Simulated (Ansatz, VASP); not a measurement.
# One calculation of Ta, two programs

```xyz
1
Lattice="0.0000 1.9229 1.9229 1.9229 0.0000 1.9229 1.9229 1.9229 0.0000" Properties=species:S:1:pos:R:3 pbc="T T T"
Ta    0.0000    0.0000    0.0000
```

Change from the starting cell: volume scaled by 0.8, LAPW.

Alike in both runs: task single point; functional LDA; k mesh 16 × 16 × 16; occupations fermi-dirac, width 0.1 eV; no spin polarisation.

|  | VASP | Ansatz |
| --- | --- | --- |
| version | VASP 6.6.1 | Ansatz 0.2.0 |
| potentials or method | VASP PAW LDA potentials, release 64 (Ta_pv), cutoff 520 eV | all-electron LAPW, scalar-relativistic |

|  | VASP | Ansatz | Ansatz less VASP |
| --- | --- | --- | --- |
| pressure (GPa) | 72.1 | 69.2 | -2.93 |

Ansatz ran all-electron here, so the differences hold the error of VASP's frozen core and of both bases.

Caveats: the cell as given lies far from equilibrium; so large a pressure means that the cell lies far from this level's equilibrium, or that cutoff or potentials fall short (VASP). Spin-orbit coupling is left out, which matters for the levels of Ta.
